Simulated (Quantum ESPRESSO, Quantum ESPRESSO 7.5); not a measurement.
# 2H-WS2, 3 layers, AA' stacking against a metal electrode: a series in the charge of the slab

Wanted: a table for 2H-WS2, 3 layers, AA' stacking against a metal electrode against the charge of the slab, and what can be fitted to it.

Calculated with Quantum ESPRESSO 7.5; plane-wave DFT, PBE, GBRV ultrasoft pseudopotentials (geometry by pw.x at PBE-D3(BJ), GBRV ultrasoft).

### Step 1. The structure

The cell holds 9 atoms: 6 S and 3 W. Its edges and angles: a = 3.180 Å, b = 3.180 Å, c = 32.827 Å, α = 90.0°, β = 90.0°, γ = 120.0°. It derives from WS2. Vacuum lies along c.

Set-up: The slab is relaxed neutral under PBE-D3(BJ), then held. ESM with bc3: vacuum below and a metal electrode about 6 Å above the top atoms. Fermi-Dirac smearing of 0.004 Ry and a dense mesh. Charges are set per cell from the starting area.

Members 2, 3, 4.5, 6, 7 and 8 took the same steps and show in the table alone.

### Step 2. Variable-cell relaxation of the reference

What the set-up leaves free in this member is relaxed.

File ref.relax.in:

```
&control
  prefix = 'ref.relax'
  outdir = './out'
  pseudo_dir = './pseudo'
  nstep = 80
  forc_conv_thr = 0.0004
  calculation = 'vc-relax'
  etot_conv_thr = 1e-06
/
&system
  ibrav = 0
  nat = 9
  ntyp = 2
  ecutwfc = 50
  ecutrho = 250
  vdw_corr = 'grimme-d3'
  dftd3_version = 4
  occupations = 'smearing'
  smearing = 'fd'
  degauss = 0.004
/
&electrons
  conv_thr = 1e-09
  mixing_beta = 0.4
  electron_maxstep = 120
  mixing_mode = 'plain'
/
&ions
/
&cell
  cell_dofree = '2Dxy'
  press_conv_thr = 0.3
/
ATOMIC_SPECIES
  S   32.0600  s_pbe_v1.4.uspp.F.UPF
  W   183.8400  w_pbe_v1.2.uspp.F.UPF
CELL_PARAMETERS angstrom
  3.18000000000000 0.00000000000000 0.00000000000000
  -1.59000000000000 2.75396078403451 0.00000000000000
  0.00000000000000 0.00000000000000 32.82686069725687
ATOMIC_POSITIONS crystal
  S   0.333333333300 0.666666666700 0.243702864973
  W   0.000000000000 0.000000000000 0.296641527986
  S   0.333333333300 0.666666666700 0.349580190998
  S   0.000000000000 0.000000000000 0.447061336988
  W   0.333333333300 0.666666666700 0.500000000000
  S   0.000000000000 0.000000000000 0.552938663012
  S   0.333333333300 0.666666666700 0.650419809002
  W   0.000000000000 0.000000000000 0.703358472014
  S   0.333333333300 0.666666666700 0.756297135027
K_POINTS automatic
  12 12 1 0 0 0
```

Command:

```sh
OMP_NUM_THREADS=1 mpirun -n 8 pw.x -nk 8 -in ref.relax.in > ref.relax.out
```

The log of the run:

```text
Program PWSCF v.7.5 starts
[citation notice left out]

     Parallel version (MPI & OpenMP), running on       8 processor cores
     Number of MPI processes:                 8
     Threads/MPI process:                     1

     MPI processes distributed on     1 nodes
[...]
Current dimensions of program PWSCF are:
     Max number of different atomic species (ntypx) = 10
     Max number of k-points (npk) =  40000
     Max angular momentum in pseudopotentials (lmaxx) =  4
     Message from routine setup:
     using ibrav=0 with symmetry is DISCOURAGED, use correct ibrav instead

     K-points division:     npool     =       8
     Subspace diagonalization in iterative solution of the eigenvalue problem:
     a serial algorithm will be used

     G-vector sticks info
     --------------------
     sticks:   dense  smooth     PW     G-vecs:    dense   smooth      PW
     Sum         625     499    151               129169    92913   15411

     Using Slab Decomposition

     bravais-lattice index     =            0
     lattice parameter (alat)  =       6.0093  a.u.
     unit-cell volume          =    1940.0406 (a.u.)^3
     number of atoms/cell      =            9
     number of atomic types    =            2
     number of electrons       =        78.00
     number of Kohn-Sham states=           47
     kinetic-energy cutoff     =      50.0000  Ry
     charge density cutoff     =     250.0000  Ry
     scf convergence threshold =      1.0E-09
     mixing beta               =       0.4000
     number of iterations used =            8  plain     mixing
     energy convergence thresh.=      1.0E-06
     force convergence thresh. =      4.0E-04
     press convergence thresh. =      3.0E-01
     Exchange-correlation= SLA  PW   PBE  PBE
                           (   1   4   3   4   0   0   0)
     nstep                     =           80

     celldm(1)=   6.009329  celldm(2)=   0.000000  celldm(3)=   0.000000
     celldm(4)=   0.000000  celldm(5)=   0.000000  celldm(6)=   0.000000

     crystal axes: (cart. coord. in units of alat)
               a(1) = (   1.000000   0.000000   0.000000 )
               a(2) = (  -0.500000   0.866025   0.000000 )
               a(3) = (   0.000000   0.000000  10.322912 )

     reciprocal axes: (cart. coord. in units 2 pi/alat)
               b(1) = (  1.000000  0.577350 -0.000000 )
               b(2) = (  0.000000  1.154701  0.000000 )
               b(3) = (  0.000000 -0.000000  0.096872 )

     PseudoPot. # 1 for S  read from file:
     ./pseudo/s_pbe_v1.4.uspp.F.UPF
     Pseudo is Ultrasoft + core correction, Zval =  6.0
     Generated by new atomic code, or converted to UPF format
     Using radial grid of  907 points,  6 beta functions with:
                l(1) =   0
                l(2) =   0
                l(3) =   1
                l(4) =   1
                l(5) =   2
                l(6) =   2
     Q(r) pseudized with  8 coefficients,  rinner =    1.300   1.300   1.300
                                                       1.300   1.300

     PseudoPot. # 2 for W  read from file:
     ./pseudo/w_pbe_v1.2.uspp.F.UPF
     Pseudo is Ultrasoft + core correction, Zval = 14.0
     Generated by new atomic code, or converted to UPF format
     Using radial grid of  923 points,  8 beta functions with:
                l(1) =   0
                l(2) =   0
                l(3) =   0
                l(4) =   1
                l(5) =   1
                l(6) =   2
                l(7) =   2
                l(8) =   3
     Q(r) pseudized with  6 coefficients,  rinner =    1.350   1.350   1.350
                                                       1.350   1.350   1.350
                                                       1.350

     atomic species   valence    mass     pseudopotential
     S                 6.00    32.06000     S ( 1.00)
     W                14.00   183.84000     W ( 1.00)

     12 Sym. Ops. (no inversion) found

   Cartesian axes

     site n.     atom                  positions (alat units)
         1        S      tau(   1) = (  -0.0000000   0.5773503   2.5157233  )
         2        W      tau(   2) = (   0.0000000   0.0000000   3.0622044  )
         3        S      tau(   3) = (  -0.0000000   0.5773503   3.6086856  )
         4        S      tau(   4) = (   0.0000000   0.0000000   4.6149749  )
         5        W      tau(   5) = (  -0.0000000   0.5773503   5.1614561  )
         6        S      tau(   6) = (   0.0000000   0.0000000   5.7079373  )
         7        S      tau(   7) = (  -0.0000000   0.5773503   6.7142266  )
         8        W      tau(   8) = (   0.0000000   0.0000000   7.2607077  )
         9        S      tau(   9) = (  -0.0000000   0.5773503   7.8071889  )

     --------------------------------------------
     DFT-D3 Dispersion Correction (3-body terms):
     --------------------------------------------
       Reference C6 values for interpolation:

         atom   Coordination number   C6
         S          0.000           268.01
         S          0.995           261.99
         S          1.990           251.62
         W          0.000          1628.72
         W          1.929          1086.81
         W         10.915           796.19

       Values used:

         atom   Coordination number  R0_AB[au]  C6      C8
         S          3.493            3.128    251.62  12327.25
         W          9.582            3.766    796.19 128250.55
         S          3.547            3.128    251.62  12327.25
         S          3.548            3.128    251.62  12327.25
         W          9.589            3.766    796.19 128250.55
         S          3.548            3.128    251.62  12327.25
         S          3.547            3.128    251.62  12327.25
         W          9.582            3.766    796.19 128250.55
         S          3.493            3.128    251.62  12327.25

         Molecular C6 ( Ry / a.u.^6 ) =     32298.64

     number of k points=    19  Fermi-Dirac smearing, width (Ry)=  0.0040
                       cart. coord. in units 2pi/alat
        k(    1) = (   0.0000000   0.0000000   0.0000000), wk =   0.0138889
        k(    2) = (   0.0000000   0.0962250   0.0000000), wk =   0.0833333
        k(    3) = (   0.0000000   0.1924501   0.0000000), wk =   0.0833333
        k(    4) = (   0.0000000   0.2886751   0.0000000), wk =   0.0833333
        k(    5) = (   0.0000000   0.3849002   0.0000000), wk =   0.0833333
        k(    6) = (   0.0000000   0.4811252   0.0000000), wk =   0.0833333
        k(    7) = (   0.0000000  -0.5773503   0.0000000), wk =   0.0416667
[...]
atom    7 type  1   force =     0.00000000    0.00000000    0.02261988
     atom    8 type  2   force =     0.00000000    0.00000000   -0.00143277
     atom    9 type  1   force =     0.00000000    0.00000000   -0.02531542

     Total force =     0.058501     Total SCF correction =     0.000102

     Computing stress (Cartesian axis) and pressure

     negative rho (up, down):  2.032E-01 0.000E+00
          total   stress  (Ry/bohr**3)                   (kbar)     P=      -10.32
   0.00004347   0.00000000   0.00000000            6.39        0.00        0.00
   0.00000000   0.00004347  -0.00000000            0.00        6.39       -0.00
  -0.00000000   0.00000000  -0.00029732           -0.00        0.00      -43.74

     Energy error            =      3.4E-02 Ry
     Gradient error          =      2.5E-02 Ry/Bohr
     Cell gradient error     =      6.4E+00 kbar

     number of scf cycles    =   3
     number of bfgs steps    =   2

     enthalpy           old  =    -622.7474830397 Ry
     enthalpy           new  =    -622.7811490385 Ry

     CASE: enthalpy          _new < enthalpy          _old

     new trust radius        =       0.0573744444 bohr
     new conv_thr            =       0.0000000006 Ry

     new unit-cell volume =   1870.74256 a.u.^3 (   277.21545 Ang^3 )
     density =      4.45589 g/cm^3

CELL_PARAMETERS (angstrom)
   3.122688908   0.000000000   0.000000000
  -1.561344454   2.704327922   0.000000000
   0.000000000   0.000000000  32.826860697

ATOMIC_POSITIONS (crystal)
S                0.3333333333        0.6666666667        0.2481340932
W                0.0000000000       -0.0000000000        0.2967293114
S                0.3333333333        0.6666666667        0.3453220464
S               -0.0000000000       -0.0000000000        0.4513540414
W                0.3333333333        0.6666666667        0.5000000000
S               -0.0000000000        0.0000000000        0.5486459586
S                0.3333333333        0.6666666667        0.6546779536
W               -0.0000000000       -0.0000000000        0.7032706886
S                0.3333333333        0.6666666667        0.7518659068

[...]
NEW-OLD atomic charge density approx. for the potential
     New effective cutoffs (rho, wfc):  259.14   51.84

     Check: negative core charge=   -0.000001

     negative rho (up, down):  2.031E-01 0.000E+00

     total cpu time spent up to now is      225.7 secs

     per-process dynamical memory:   162.6 Mb

[...]
!    total energy              =    -622.78544742 Ry
[...]
Total force =     0.006296     Total SCF correction =     0.000084
[...]
number of bfgs steps    =   3
[...]
new trust radius        =       0.0265372177 bohr
[...]
!    total energy              =    -622.78675159 Ry
[...]
Total force =     0.003468     Total SCF correction =     0.000022
[...]
number of bfgs steps    =   4
[...]
new trust radius        =       0.0291909394 bohr
[...]
!    total energy              =    -622.79373687 Ry
[...]
Total force =     0.002164     Total SCF correction =     0.000024
[...]
number of bfgs steps    =  23
[...]
new trust radius        =       0.0247486786 bohr
[...]
Self-consistent Calculation

     iteration #  1     ecut=    50.00 Ry     beta= 0.40
     Davidson diagonalization with overlap
     ethr =  1.00E-06,  avg # of iterations =  4.5

     negative rho (up, down):  2.019E-01 0.000E+00

     total cpu time spent up to now is     1394.1 secs

     total energy              =    -622.79396893 Ry
     estimated scf accuracy    <       0.00009122 Ry

[...]
iteration # 12     ecut=    50.00 Ry     beta= 0.40
[...]
negative rho (up, down):  2.020E-01 0.000E+00

[...]
End of self-consistent calculation

          k = 0.0000 0.0000 0.0000 ( 11587 PWs)   bands (ev):

   -70.2466 -70.2446 -70.2446 -34.5035 -34.5003 -34.5003 -34.3280 -34.3280
   -34.3241 -34.3241 -34.3240 -34.3240 -11.1770 -11.0815 -11.0050  -9.6138
    -9.4438  -9.3024  -3.0838  -2.7124  -2.3290   0.8351   0.9305   0.9305
     0.9534   0.9534   0.9546   0.9546   1.5353   2.1658   2.1658   2.1981
     2.1981   2.2098   2.2098   2.3652   3.3684   3.9108   4.2685   6.6732
     6.6732   6.6828   6.6828   6.6965   6.6965   6.7610   6.7610

          k =-0.0000 0.0968 0.0000 ( 11577 PWs)   bands (ev):

   -70.2453 -70.2434 -70.2434 -34.4991 -34.4959 -34.4959 -34.3525 -34.3485
   -34.3485 -34.3337 -34.3297 -34.3297 -11.0598 -10.9645 -10.8878  -9.5646
    -9.3991  -9.2626  -2.9442  -2.5749  -2.1900   0.6231   0.6323   0.6501
     0.6514   1.0439   1.0681   1.0706   1.2000   1.6077   1.9794   2.0133
     2.0266   2.2266   2.3272   2.6735   3.3601   3.8121   4.0784   6.5421
     6.5618   6.5858   6.5902   6.6334   6.6430   6.6573   6.7085

          k =-0.0000 0.1936 0.0000 ( 11584 PWs)   bands (ev):

   -70.2420 -70.2400 -70.2400 -34.4870 -34.4839 -34.4839 -34.4189 -34.4148
   -34.4147 -34.3491 -34.3452 -34.3451 -10.7252 -10.6310 -10.5545  -9.4242
    -9.2721  -9.1499  -2.5645  -2.2062  -1.8220  -0.0956  -0.0629  -0.0446
     0.1803   0.5879   0.8484   1.3530   1.3813   1.3908   1.5485   1.5851
     1.5996   2.1178   2.3087   2.6650   3.2307   3.4359   3.5262   5.9945
     6.1699   6.4047   6.4087   6.4928   6.5636   6.5748   6.7385

          k =-0.0000 0.2905 0.0000 ( 11552 PWs)   bands (ev):

   -70.2374 -70.2354 -70.2354 -34.5083 -34.5041 -34.5041 -34.4704 -34.4674
   -34.4673 -34.3702 -34.3661 -34.3661 -10.2246 -10.1345 -10.0605  -9.2155
    -9.0854  -8.9860  -2.1285  -1.8301  -1.5255  -0.8492  -0.7776  -0.6513
    -0.3583  -0.0736   0.0597   1.0663   1.1062   1.1263   1.7716   1.8120
     1.8285   1.8336   2.0508   2.3484   2.8096   2.8800   2.9065   5.8258
     6.0970   6.2502   6.3339   6.4110   6.4408   6.8496   7.1003

          k =-0.0000 0.3873 0.0000 ( 11592 PWs)   bands (ev):

   -70.2328 -70.2308 -70.2308 -34.5965 -34.5921 -34.5921 -34.4538 -34.4508
   -34.4508 -34.3911 -34.3871 -34.3871  -9.6506  -9.5705  -9.5047  -8.9804
    -8.8800  -8.8103  -2.2155  -2.0723  -1.9564  -1.1411  -1.1058  -0.7918
    -0.7765  -0.5577  -0.4432   0.6678   0.7098   0.7311   1.5713   1.7543
     1.9802   2.1505   2.2100   2.2451   2.4269   2.5495   2.6254   6.1281
     6.3118   6.3607   6.3741   6.4298   6.6480   7.2475   7.5303

          k =-0.0000 0.4841 0.0000 ( 11614 PWs)   bands (ev):

   -70.2294 -70.2274 -70.2274 -34.6603 -34.6558 -34.6558 -34.4416 -34.4386
   -34.4386 -34.4064 -34.4023 -34.4023  -9.1538  -9.0913  -9.0419  -8.7818
    -8.7157  -8.6782  -2.6948  -2.5800  -2.4871  -1.4603  -1.3736  -1.2402
    -0.9048  -0.6362  -0.4293   0.4104   0.4535   0.4757   1.4582   1.5844
     1.7230   2.3825   2.4608   2.5149   2.5252   2.6522   2.7409   6.5502
     6.5846   6.6114   6.6648   6.8063   6.9676   7.5054   7.7792

[...]
the Fermi energy is     4.8226 ev

!    total energy              =    -622.79402261 Ry
     estimated scf accuracy    <          1.2E-11 Ry
     smearing contrib. (-TS)   =      -0.00000006 Ry
     internal energy E=F+TS    =    -622.79402255 Ry

     The total energy is F=E-TS. E is the sum of the following terms:
     one-electron contribution =   -5525.41451797 Ry
     hartree contribution      =    2774.25135088 Ry
     xc contribution           =    -174.67562851 Ry
     ewald contribution        =    2303.28710950 Ry
     DFT-D3 Dispersion         =      -0.24233645 Ry

     convergence has been achieved in  12 iterations

     negative rho (up, down):  2.020E-01 0.000E+00

     Forces acting on atoms (cartesian axes, Ry/au):

     atom    1 type  1   force =     0.00000000   -0.00000000    0.00036059
     atom    2 type  2
```

Run time: 28 min. Hardware: 8 MPI ranks of AMD EPYC 7R43, shared host; peak memory 2.3 GiB.

Step by step (22 of 29):

```tsv
step	energy less that of the first step (eV)	largest force (eV/Å)	volume (Å³)
1	0.0000	2.6631	287.48
2	-0.8703	1.7860	281.79
4	-1.3869	0.0918	277.22
5	-1.4046	0.0368	278.92
6	-1.4169	0.0407	280.80
8	-1.4231	0.0389	283.31
9	-1.4233	0.0379	283.36
10	-1.4236	0.0369	283.42
12	-1.4248	0.0387	283.55
13	-1.4259	0.0402	283.64
14	-1.4276	0.0421	283.76
16	-1.4337	0.0479	284.10
17	-1.4390	0.0540	284.36
18	-1.4468	0.0593	284.70
20	-1.4722	0.0720	285.75
21	-1.4879	0.0798	286.50
22	-1.4929	0.0755	287.02
24	-1.4997	0.0337	285.58
25	-1.5035	0.0273	283.97
26	-1.5043	0.0168	283.57
28	-1.5044	0.0025	283.60
29	-1.5021	0.0024	283.60
```

```tsv
cell as run	before	after	change
a (Å)	3.180	3.158	-0.7 %
b (Å)	3.180	3.158	-0.7 %
```

The atoms that moved most (Å, along periodic axes as changes of fractional coordinates times the final cell, across vacuum about the mean position):

```tsv
atom	dx	dy	dz	length
S1	0.000	0.000	0.711	0.711
S9	0.000	0.000	-0.711	0.711
W2	0.000	0.000	0.550	0.550
W8	0.000	0.000	-0.550	0.550
S7	0.000	0.000	-0.389	0.389
S3	0.000	0.000	0.389	0.389
S6	0.000	0.000	-0.162	0.162
S4	0.000	0.000	0.162	0.162
```

The relaxed structure:

```cif
data_structure
_symmetry_space_group_name_H-M 'P 1'
_symmetry_Int_Tables_number 1
_cell_length_a 3.1584
_cell_length_b 3.1584
_cell_length_c 32.8269
_cell_angle_alpha 90.000
_cell_angle_beta 90.000
_cell_angle_gamma 120.000
_cell_volume 283.60
loop_
_atom_site_label
_atom_site_type_symbol
_atom_site_fract_x
_atom_site_fract_y
_atom_site_fract_z
_atom_site_occupancy
S1 S 0.33333 0.66667 0.26535 1
W2 W 0.00000 0.00000 0.31341 1
S3 S 0.33333 0.66667 0.36142 1
S4 S 0.00000 0.00000 0.45200 1
W5 W 0.33333 0.66667 0.50000 1
S6 S 0.00000 0.00000 0.54800 1
S7 S 0.33333 0.66667 0.63858 1
W8 W 0.00000 0.00000 0.68659 1
S9 S 0.33333 0.66667 0.73465 1
```

 The last row is no step: it is a fresh SCF in the final cell with a new plane-wave basis, +2 meV from the row before.

Read from the output:

```
free energy  : -8473.5429 eV
Fermi energy : 4.839 eV
```

(Continued in part 2 of 3.)

[Logs are printed without paths, hosts, clocks, repeated set-up lines and the standing remarks that a program may print on its own settings, such as how far it seeks lower states.]

[Hosts, paths, dates, database ids (printed as entryN), source tags and the programs' standing remarks are cut or masked in the printed files.]

[Maps of the electrostatic potential energy from Ansatz leave out the sawtooth potential of an applied field or a dipole correction, so their vacuum need not be flat; planar profiles and work functions include it.]
